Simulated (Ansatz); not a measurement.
Mg$_{2}$Si: do energies and stresses tell the same story?

Method: DFT PBE, scalar-relativistic, plane waves, PAW in Ansatz 0.2.0.

Settings: cutoff 420 eV, Γ-centred mesh 10×10×10 on the computed 3-atom cell, Gaussian smearing of 0.01 eV; no spin polarisation.

Relaxed cell: Fm-3m, a = 6.365 Å, b = 6.365 Å, c = 6.365 Å, α = 90.00°, β = 90.00°, γ = 90.00°, 3 atoms in the primitive cell.

Energies at zero smearing and pressures from the stress tensor, at volumes with shape and atoms relaxed:
```
V (Å³/atom) E − E(first) (meV/atom) P (GPa)
     18.910                     0.00     8.92
     19.555                   -30.20     6.16
     20.199                   -50.08     3.78
     20.844                   -61.10     1.75
     21.489                   -64.52     0.00
     22.133                   -61.40    -1.51
     22.778                   -52.67    -2.80
     23.637                   -33.65    -4.24
```

Q: Check P = −dE/dV between neighbouring volumes, and get the bulk modulus from the pressures alone.

A: With 1 eV/Å³ = 160.2 GPa:
```json
{"middle V (Å³/atom)": "19.232", "−ΔE/ΔV (GPa)": "7.505", "mean P (GPa)": "7.540"}
{"middle V (Å³/atom)": "19.877", "−ΔE/ΔV (GPa)": "4.940", "mean P (GPa)": "4.971"}
{"middle V (Å³/atom)": "20.522", "−ΔE/ΔV (GPa)": "2.740", "mean P (GPa)": "2.766"}
{"middle V (Å³/atom)": "21.166", "−ΔE/ΔV (GPa)": "0.849", "mean P (GPa)": "0.871"}
{"middle V (Å³/atom)": "21.811", "−ΔE/ΔV (GPa)": "-0.775", "mean P (GPa)": "-0.756"}
{"middle V (Å³/atom)": "22.456", "−ΔE/ΔV (GPa)": "-2.170", "mean P (GPa)": "-2.154"}
{"middle V (Å³/atom)": "23.208", "−ΔE/ΔV (GPa)": "-3.545", "mean P (GPa)": "-3.521"}
```

The two differ by 0.04 GPa at most. The mean of two end pressures misses the average over a step by about ΔV² P″/12, up to 0.04 GPa here; with that taken off 0.00 GPa remains. Around V = 21.489 Å³/atom, the two neighbours give B = −V ΔP/ΔV = 21.489 × 3.25 / 1.289 = 54.2 GPa, against B0 = 54.0 GPa from the Birch–Murnaghan fit of the energies.